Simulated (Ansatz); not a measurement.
## ZnAu: levels with and without spin–orbit coupling

```xyz
2
Lattice="3.1470 0.0000 0.0000 0.0000 3.1470 0.0000 0.0000 0.0000 3.1470" Properties=species:S:1:pos:R:3 pbc="T T T"
Zn    1.5735    1.5735    1.5735
Au    0.0000    0.0000    0.0000
```

Atom numbers follow the list: Zn1, Au2.

Conventional cell: a = 3.147 Å, b = 3.147 Å, c = 3.147 Å, α = 90.00°, β = 90.00°, γ = 90.00°. Around Zn (atom 1) lie 8 Au at 2.73 Å. Au (atom 2) has 8 Zn at 2.73 Å as nearest neighbours.

The cell is COD entry 1510322, as deposited and not checked against the literature; nothing was relaxed.

All numbers are computed: DFT, PBE, all-electron LAPW, scalar-relativistic (Ansatz 0.2.0); DFT, PBE, all-electron LAPW, Dirac equation with spin-orbit coupling (Ansatz 0.2.0).

Numerical set-up: a Γ-centred 12×12×12 k mesh, Fermi–Dirac smearing of 0.05 eV, basis error target 0.5 meV/atom, no spin polarisation.

Levels between -4 and 3 eV, each run counted from its own valence-band top where it has a gap, else its Fermi level. Scalar levels are listed once for both spins; with the coupling every spinor state is counted. Levels near the edges of the range can cross them.

Q: At Γ (0.000, 0.000, 0.000) the scalar-relativistic levels are -3.79 (×3). What are they with spin–orbit coupling?

A: -3.89 (×4), -3.15 (×2).

Q: At R (0.500, 0.500, 0.500) the scalar-relativistic levels are -3.16 (×2), 1.34. What are they with spin–orbit coupling?

A: -3.09 (×4), 1.35 (×2), 2.51 (×2).

Q: At M (0.500, 0.500, 0.000) the scalar-relativistic levels are -3.21, -2.05 (×2), 0.79, 2.45. What are they with spin–orbit coupling?

A: -2.99 (×2), -2.43 (×2), -1.79 (×2), 0.81 (×2), 2.51 (×2).
